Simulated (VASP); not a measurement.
# N2 in VASP: relaxation of the atoms with RPBE

Aim: the relaxation of the atoms of N2 with RPBE.

Everything below comes from runs of VASP 6.6.1. Logs are shortened: lines on timing, memory, paths and dates and some standing lists are left out, and cuts for length are marked.

## 1. Starting point

The cell holds a molecule_in_box, 2 atoms: a = 14.000 Å, b = 14.500 Å, c = 15.000 Å, α = 90.00°, β = 90.00°, γ = 90.00°.

## 2. Relaxation of the atoms, RPBE

INCAR

```
ALGO = Normal ; EDIFF = 1E-6
EDIFFG = -0.01 ; ENCUT = 450
GGA = RP ; IBRION = 2
ISIF = 2 ; ISMEAR = 0
ISYM = 0 ; LASPH = True
LCHARG = False ; LREAL = False
LWAVE = False ; NELM = 200
NSW = 80 ; PREC = Accurate
SIGMA = 0.005
```

KPOINTS

```
k-points
0
Gamma
  1 1 1
```

POSCAR

```
N
1.0
   14.0000000000      0.0000000000      0.0000000000
    0.0000000000     14.5000000000      0.0000000000
    0.0000000000      0.0000000000     15.0000000000
N
2
Direct
    0.5019266500      0.4989812700      0.4645155800
    0.4980733500      0.5010187300      0.5354844200
```

Potentials or basis: VASP PAW PBE potentials, release 64 (N).

Command:

```sh
$ cat potpaw_PBE.64/N/POTCAR > POTCAR
$ mpirun -np 2 vasp_gam > vasp.out
```

OUTCAR:

```text
EDIFF = 1E-6
   EDIFFG = -0.01
   ENCUT = 450
   GGA = RP
   IBRION = 2
   ISIF = 2
   ISMEAR = 0
   ISYM = 0
   LASPH = True
   LREAL = False
   NELM = 200
   NSW = 80
   PREC = Accurate

 ion  position               nearest neighbor table
   1  0.502  0.499  0.465-   2 1.07
   2  0.498  0.501  0.535-   1 1.07

IMPORTANT INFORMATION: All symmetrisations will be switched off!
NOSYMM: (Re-)initialisation of all symmetry stuff for point group C_1.

----------------------------------------------------------------------------------------

                                     Primitive cell

  volume of cell :    3045.0000

  direct lattice vectors                    reciprocal lattice vectors
    14.000000000  0.000000000  0.000000000     0.071428571  0.000000000  0.000000000
     0.000000000 14.500000000  0.000000000     0.000000000  0.068965517  0.000000000
     0.000000000  0.000000000 15.000000000     0.000000000  0.000000000  0.066666667

  length of vectors
    14.000000000 14.500000000 15.000000000     0.071428571  0.068965517  0.066666667

  position of ions in fractional coordinates (direct lattice)
     0.501926650  0.498981270  0.464515580
     0.498073350  0.501018730  0.535484420

  ion indices of the primitive-cell ions
   primitive index   ion index
                 1           1
                 2           2

----------------------------------------------------------------------------------------

 KPOINTS: k-points

Automatic generation of k-mesh.
 Grid dimensions read from file:
 generate k-points for:    1    1    1

 Generating k-lattice:

  Cartesian coordinates                     Fractional coordinates (reciprocal lattice)
     0.071428571  0.000000000  0.000000000     1.000000000  0.000000000  0.000000000
     0.000000000  0.068965517  0.000000000     0.000000000  1.000000000  0.000000000
     0.000000000  0.000000000  0.066666667     0.000000000  0.000000000  1.000000000

  Length of vectors
     0.071428571  0.068965517  0.066666667

  Shift w.r.t. Gamma in fractional coordinates (k-lattice)
     0.000000000  0.000000000  0.000000000

 Subroutine IBZKPT returns following result:
 ===========================================

 Found      1 irreducible k-points:

 Following reciprocal coordinates:
            Coordinates               Weight
  0.000000  0.000000  0.000000      1.000000
   k-points           NKPTS =      1   k-points in BZ     NKDIM =      1   number of bands    NBANDS=     10
   number of dos      NEDOS =    301   number of ions     NIONS =      2
   total plane-waves  NPLWV = ******
   dimension x,y,z NGX =    98 NGY =  100 NGZ =  108
   dimension x,y,z NGXF=   196 NGYF=  200 NGZF=  216
   ions per type =               2
   NGX,Y,Z   is equivalent  to a cutoff of  11.64, 11.47, 11.97 a.u.
   NGXF,Y,Z  is equivalent  to a cutoff of  23.27, 22.93, 23.94 a.u.
 SYSTEM =  unknown system
   PREC   = accura    normal or accurate (medium, high low for compatibility)
   ISTART =      0    job   : 0-new  1-cont  2-samecut
   ICHARG =      2    charge: 1-file 2-atom 10-const
   ISPIN  =      1    spin polarized calculation?
   LNONCOLLINEAR =      F non collinear calculations
   LSORBIT =      F    spin-orbit coupling
   LASPH  =      T    aspherical Exc in radial PAW
   ENCUT  =  450.0 eV  33.07 Ry    5.75 a.u.  24.22 25.08 25.95*2*pi/ulx,y,z
   NELM   =    200;   NELMIN=  2; NELMDL= -5     # of ELM steps
   EDIFF  = 0.1E-05   stopping-criterion for ELM
   LREAL  =      F    real-space projection
   EDIFFG = -.1E-01   stopping-criterion for IOM
   NSW    =     80    number of steps for IOM
   IBRION =      2    ionic relax: 0-MD 1-quasi-New 2-CG
   NFREE  =      1    steps in history (QN), initial steepest desc. (CG)
   ISIF   =      2    stress and relaxation
   ISYM   =      0    0-nonsym 1-usesym 2-fastsym
   POTIM  = 0.5000    time-step for ionic-motion
   TEBEG  =    0.0;   TEEND  =   0.0 temperature during run
   PSTRESS=    0.0 pullay stress
   NELECT =      10.0000    total number of electrons
   NUPDOWN=      -1.0000    fix difference up-down
   EMIN   =  10.00;   EMAX   =-10.00  energy-range for DOS
   EFERMI =   0.00;   METHOD = LEGACY
   ISMEAR =     0;   SIGMA  =   0.01  broadening in eV -4-tet -1-fermi 0-gaus
   EFERMI_NEDOS =   21; number of points for ismear=-14 and -15
   IALGO  =     38    algorithm
   IMIX   =      4    mixing-type and parameters
     AMIX     =   0.40;   BMIX     =  1.00
     AMIX_MAG =   1.60;   BMIX_MAG =  1.00
  volume/ion in A,a.u.               =    1522.50     10274.34
  Fermi-wavevector in a.u.,A,eV,Ry     =   0.243339  0.459845  0.805656  0.059214
  Thomas-Fermi vector in A             =   1.051865
   LORBIT       =      0    0 simple, 1 ext, 2 COOP (PROOUT), +10 PAW based schemes
   GGA     = RP    functional components
   LHFCALC =     F    Hartree Fock is set to
   AEXX    =    0.0000 exact exchange contribution
   IVDW    =     0    specifies the selected vdW correction
   LEPSILON=     F    determine dielectric tensor
   LRPA    =     F    only Hartree local field effects (RPA)
 conjugate gradient relaxation of ions
 non-spin polarized calculation
 Gauss-broadening in eV      SIGMA  =   0.01
  energy-cutoff  :      450.00
  volume of cell :     3045.00
 maximum number of plane-waves:     33027
 NGX is ok and might be reduce to    98
   NGX = 49   NGY = 51   NGZ = 51

--------------------------------------- Ionic step        1  -------------------------------------------

 number of electron      10.0000000 magnetization

 number of electron       9.9999997 magnetization

 Free energy of the ion-electron system (eV)
  ---------------------------------------------------
  ext. energy  EPLUGINS =         0.00000000
  ---------------------------------------------------
  free energy    TOTEN  =       -16.05062338 eV

  energy without entropy =      -16.05062338  energy(sigma->0) =      -16.05062338

------------------------ aborting loop because EDIFF is reached ----------------------------------------

  FORCE on cell =-STRESS in cart. coord.  units (eV):
  Direction    XX          YY          ZZ          XY          YZ          ZX
  --------------------------------------------------------------------------------------
  -------------------------------------------------------------------------------------
  Total       -0.3853874     -0.4114440      9.6540844     -0.0141660      0.2792181     -0.5104145
  in kB       -0.2027780     -0.2164881      5.0796569     -0.0074537      0.1469152     -0.2685631
  external PRESSURE =       1.5534636 kB  Pullay stress =       0.0000000 kB
[... 91 lines left out ...]
  FREE ENERGIE OF THE ION-ELECTRON SYSTEM (eV)
  ---------------------------------------------------
  free  energy   TOTEN  =       -11.0199001433 eV

  energy  without entropy=      -11.0199001433  energy(sigma->0) =      -11.01990014

 E-fermi :  -9.9994     XC(G=0):  -0.2279

 val. band max:      -10.0952213221   @ k =   0.0000   0.0000   0.0000
 cond. band min:      -2.4462583296   @ k =   0.0000   0.0000   0.0000
 fundamental gap:      7.6489629926
 Fermi energy:        -9.9994007490

 k-point     1 :       0.0000    0.0000    0.0000
  band No.  band energies     occupation
      1     -27.5559      2.00000
      2     -13.8281      2.00000
      3     -11.1290      2.00000
      4     -11.1289      2.00000
      5     -10.0952      2.00000
      6      -2.4463      0.00000
      7      -2.4461      0.00000
      8      -0.1815      0.00000
      9       0.4043      0.00000
     10       0.5083      0.00000

[... ionic steps 4 to 7 ...]

--------------------------------------- Ionic step        8  -------------------------------------------

 number of electron      10.0000005 magnetization

------------------------ aborting loop because EDIFF is reached ----------------------------------------

  FORCE on cell =-STRESS in cart. coord.  units (eV):
  Direction    XX          YY          ZZ          XY          YZ          ZX
  --------------------------------------------------------------------------------------
  -------------------------------------------------------------------------------------
  Total       -0.3393785     -0.3462963     -0.5031605      0.0002072     -0.0044320      0.0079767
  in kB       -0.1785696     -0.1822095     -0.2647462      0.0001090     -0.0023320      0.0041971
  external PRESSURE =      -0.2085085 kB  Pullay stress =       0.0000000 kB
[... 57 lines left out ...]
  energy  without entropy=      -16.2817963693  energy(sigma->0) =      -16.28179637

--------------------------------------- Ionic step       10  -------------------------------------------

 number of electron      10.0000005 magnetization

 Free energy of the ion-electron system (eV)
  ---------------------------------------------------
  ext. energy  EPLUGINS =         0.00000000
  ---------------------------------------------------
  free energy    TOTEN  =       -16.28740747 eV

  energy without entropy =      -16.28740747  energy(sigma->0) =      -16.28740747

 E-fermi : -10.0582     XC(G=0):  -0.2210

 val. band max:      -10.1128093910   @ k =   0.0000   0.0000   0.0000
 cond. band min:      -2.0838674898   @ k =   0.0000   0.0000   0.0000
 fundamental gap:      8.0289419012
 Fermi energy:       -10.0582154473

 k-point     1 :       0.0000    0.0000    0.0000
  band No.  band energies     occupation
      1     -28.0704      2.00000
      2     -13.5920      2.00000
      3     -11.3851      2.00000
      4     -11.3850      2.00000
      5     -10.1128      2.00000
      6      -2.0839      0.00000
      7      -2.0837      0.00000
      8      -0.1727      0.00000
      9       0.4112      0.00000
     10       0.5128      0.00000
[... 27 lines left out ...]
  FREE ENERGIE OF THE ION-ELECTRON SYSTEM (eV)
  ---------------------------------------------------
  free  energy   TOTEN  =       -16.2874074696 eV

  energy  without entropy=      -16.2874074696  energy(sigma->0) =      -16.28740747

 reached required accuracy - stopping structural energy minimisation
```

It took 9.5 min on 2 MPI ranks of Intel Xeon Platinum 8488C (Sapphire Rapids), shared host; peak memory 1 GiB.

Results:

```yaml
Free_energy: -16.2874 eV
Energy_gained_by_relaxing: 118.4 meV/atom
Ionic_steps: 10
Gap_between_the_frontier_levels: 8.03 eV
```

The path:
```csv
step,energy change (eV),largest force (eV/Å),pressure (GPa)
1,0.0000,9.6071,0.16
2,10.0856,8.6974,-0.32
3,5.0307,14.2567,-0.40
4,0.8292,12.3473,-0.29
5,-0.1623,4.3220,-0.10
6,-0.2338,0.9329,-0.04
7,-0.2368,0.0363,-0.02
8,-0.2367,0.1200,-0.02
9,-0.2312,1.3209,0.01
10,-0.2368,0.0005,-0.02
```

Final structure:
```yaml
crystal:
  lattice:
    - [14.00000, 0.00000, 0.00000]
    - [0.00000, 14.50000, 0.00000]
    - [0.00000, 0.00000, 15.00000]
  atoms:
    - { symbol: N, position: [0.50202, 0.49893, 0.46276] }
    - { symbol: N, position: [0.49798, 0.50107, 0.53724] }
```

Caveat: the cutoff is under 1.25 times the usual one of these potentials, so pressure, stress and relaxed cells hold a basis-set (Pulay) error; the standard files for N, O and F lose accuracy on very short bonds; the PAW data sets were made with another functional, which shifts forces and pressure a little.
